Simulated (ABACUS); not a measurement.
**Bi under changes of volume**

One of the cells (31.117 Å³/atom); the others are scaled copies at fixed shape and fractional positions:

```
Bi
1.0
    -1.98143    1.98143    1.98143
     1.98143   -1.98143    1.98143
     1.98143    1.98143   -1.98143
Bi
1
Cartesian
  0.0000 0.0000 0.0000
```

This isn't the form of Bi at room conditions, which is rhombohedral.

```yaml
Program: ABACUS 3.10.1
Functional: PBE
Potentials_or_basis: PseudoDojo NC SR 0.4.1 PBE standard
Cutoff: 898 eV
Density_cutoff: 3592 eV
Basis: plane waves
k_mesh: 9 × 9 × 9
Occupations: fermi-dirac, width 0.05 eV
Spin: no spin polarisation
```

| volume (Å³/atom) | energy over the lowest point (meV/atom) | pressure (GPa) |
| --- | --- | --- |
| 29.250 | 34.76 | 4.9 |
| 29.872 | 18.18 | 3.4 |
| 30.495 | 7.19 | 2.1 |
| 31.117 | 1.31 | 0.9 |
| 31.739 | 0.00 | -0.2 |
| 32.362 | ? | ? |
| 32.984 | 8.89 | -2.0 |

Question: What does the run at 32.362 Å³/atom give?

Answer: Energy over the lowest point 2.69 meV/atom; pressure -1.2 GPa.

Worked out: A Birch-Murnaghan fit of order 3 (a polynomial in V^(-2/3)) to the other rows has its minimum at 31.63 Å³/atom with B0 = V·E''(V) = 54 GPa and B' = 4.8. It gives 2.64 meV/atom at 32.362 Å³/atom, against the run's 2.69, and -dE/dV = -1.2 GPa, against -1.2.

Energies are extrapolated to zero smearing.
